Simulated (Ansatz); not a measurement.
# MoS2: how the settings move a single-point run

Question: which choices in the input matter for MoS2?

Program: Ansatz 0.2.0. Level of theory: reference: DFT, HSE06, plane waves, PAW. These are calculated values, not measurements.

1 further run of the same task is left out (it didn't finish).

## 1. Starting point

It takes space group R3m (No. 160, trigonal). Conventional cell: a = 3.175 Å, b = 3.175 Å, c = 18.582 Å, α = 90.00°, β = 90.00°, γ = 120.00°. Mo (site symmetry 3m) is surrounded by 6 S at 2.40 Å. S (site symmetry 3m) has 3 Mo at 2.40 Å as nearest neighbours.

As a file:

```xyz
3
Lattice="1.5876 0.9166 6.1939 -1.5876 0.9166 6.1939 0.0000 -1.8332 6.1939" Properties=species:S:1:pos:R:3 pbc="T T T"
Mo    0.0000    0.0000    0.0018
S     0.0000    0.0000    4.6416
S     0.0000    0.0000    7.7507
```

## 2. The reference run

File input.yaml:

```yaml
crystal:
  lattice:
    - [1.5875903435, 0.9165957122, 6.193928007]
    - [-1.5875903435, 0.9165957122, 6.193928007]
    - [0.0, -1.8331914244, 6.193928007]
  atoms:
    - { symbol: Mo, position: [9.65174e-05, 9.65174e-05, 9.65174e-05] }
    - { symbol: S, position: [0.2497906771, 0.2497906771, 0.2497906771] }
    - { symbol: S, position: [0.4171128055, 0.4171128055, 0.4171128055] }
kpoints:
  mp_grid: { grid: [4, 4, 4] }
hamiltonian:
  xc: hse06
scf:
  occupations: { method: fixed }
  n_extra_bands: 4
output:
  forces: true
  stress: true
  eigenvalues: true
```

Run with:

```bash
$ ansatz run input.yaml --threads 4 --pin off --max-ram 3686MiB --backend cpu --events-out ev --progress --plain --runs-dir out
```

## 3. Changed: xc hf

Edit input.yaml of step 2 so:

```diff
@@ -12,3 +12,3 @@
 hamiltonian:
-  xc: hse06
+  xc: hf
 scf:
```

## 4. Changed: exchange pbe, correlation pbe, coeff 0.5

Edit input.yaml of step 2 so:

```diff
@@ -12,3 +12,3 @@
 hamiltonian:
-  xc: hse06
+  xc: { exchange: pbe, correlation: pbe, exx: { coeff: 0.5 } }
 scf:
```

## 5. Variant: exchange pbe, correlation pbe, coeff 0.2

Edit input.yaml of step 2 so:

```diff
@@ -12,3 +12,3 @@
 hamiltonian:
-  xc: hse06
+  xc: { exchange: pbe, correlation: pbe, exx: { coeff: 0.2 } }
 scf:
```

## 6. Changing settings: exchange pbe, correlation pbe, coeff 0.2, omega 0.5

Edit input.yaml of step 2 so:

```diff
@@ -12,3 +12,3 @@
 hamiltonian:
-  xc: hse06
+  xc: { exchange: pbe, correlation: pbe, exx: { coeff: 0.2, omega: 0.5 } }
 scf:
```

## 7. Variant: mp_grid.shift [0.5, 0.5, 0.5]

Edit input.yaml of step 2 so:

```diff
@@ -10,3 +10,3 @@
 kpoints:
-  mp_grid: { grid: [4, 4, 4] }
+  mp_grid: { grid: [4, 4, 4], shift: [0.5, 0.5, 0.5] }
 hamiltonian:
```

Q: Predict the outcome of this session. Wanted: for each run, ending; energy change; pressure; gap; force.

As calculated:

| run | ending | energy change | pressure (GPa) | gap (eV) | force (eV/Å) | cycles | time |
| --- | --- | --- | --- | --- | --- | --- | --- |
| reference | converged | 0 | -2.8 | 1.75 | 0.45 | 19 | 16 s |
| 1: xc hf | converged | not comparable | 1.5 | 6.54 | 0.90 | 42 | 26 s |
| 2: exchange pbe, correlation pbe, coeff 0.5 | converged | not comparable | -7.4 | 3.70 | 0.95 | 25 | 21 s |
| 3: exchange pbe, correlation pbe, coeff 0.2 | converged | not comparable | -1.9 | 2.18 | 0.34 | 18 | 18 s |
| 4: exchange pbe, correlation pbe, coeff 0.2, omega 0.5 | converged | not comparable | -0.7 | 1.38 | 0.24 | 15 | 17 s |
| 5: mp_grid.shift [0.5, 0.5, 0.5] | converged | 0.0 meV/atom | -2.8 | 1.88 | 0.45 | 18 | 17 s |

Residual by cycle in the longest SCF loop of each run; runs are numbered as in the table. The quantity is the density residual dr2, in eV.

| cycle | reference | run 1 | run 2 | run 3 | run 4 | run 5 |
| --- | --- | --- | --- | --- | --- | --- |
| 1 | 0.154 | 0.855 | 0.403 | 0.12 | 0.0765 | 0.161 |
| 2 | 0.404 | 0.252 | 0.475 | 0.292 | 0.262 | 0.429 |
| 3 | 0.01 | 0.157 | 0.0251 | 0.0063 | 0.00481 | 0.00981 |
| 4 | 0.00201 | 0.145 | 0.0165 | 0.00127 | 3.7e-4 | 0.00191 |
| 5 | 1.2e-4 | 0.0523 | 0.00182 | 8.4e-5 | 3.0e-5 | 1.2e-4 |
| 6 | 2.0e-4 | 0.0248 | 8.1e-4 | 1.3e-4 | 5.4e-5 | 2.0e-4 |
| 7 | 4.2e-6 | 0.0414 | 2.1e-4 | 1.6e-5 | 3.4e-6 | 1.0e-5 |
| 8 | 1.3e-6 | 0.0469 | 2.3e-5 | 1.3e-6 | 4.8e-8 | 1.2e-6 |
| 9 | - | 0.0164 | - | - | - | - |
| 10 | - | 0.00104 | - | - | - | - |
| 11 | - | 8.3e-4 | - | - | - | - |
| 12 | - | 1.1e-4 | - | - | - | - |

What this shows: «mp_grid.shift [0.5, 0.5, 0.5]» leaves the energy as it was.
